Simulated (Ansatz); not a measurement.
# HgTe: zone-centre modes under pressure

HgTe, F-43m, a = 6.510 Å. Ansatz: PBEsol, PAW, 420 eV, Γ-centred 12×12×12 mesh on 2 atoms, Fermi-Dirac smearing 0.15 eV; no spin polarisation. Cell and atoms are relaxed at each pressure with the symmetry kept; optical modes at Γ by linear response, in cm⁻¹, the highest.

```
P (GPa) V (Å³/atom)     ω1
      0       34.494  108.9
      5       31.412  133.7
     11       29.117  155.5
     22       26.463      ?
```

Get the mode's Grüneisen parameter γ = −d ln ω/d ln V from the other rows and predict the missing frequency.

ln(V/V0) = 0.0000, -0.0936, -0.1695, -0.2650; a line through ln(ω/ω0) of the 3 known rows gives ω1: γ = 2.105 (intercept 0.0025), predicted 190.7, computed 185.4. The miss is 2.9 %: γ isn't constant over this range. In a metal these frequencies hang on the mesh and smearing.

Spin–orbit coupling is left out, which can shift energies with elements as heavy as these.

The bands only touch here, so at this level the crystal is a zero-gap semiconductor or semimetal, not an ordinary metal; spin–orbit coupling, left out, can open or move such a gap.

Cost: 4 runs of about 1.8 core-minutes in all, on AMD EPYC 9R45 (Zen 5) (shared hosts).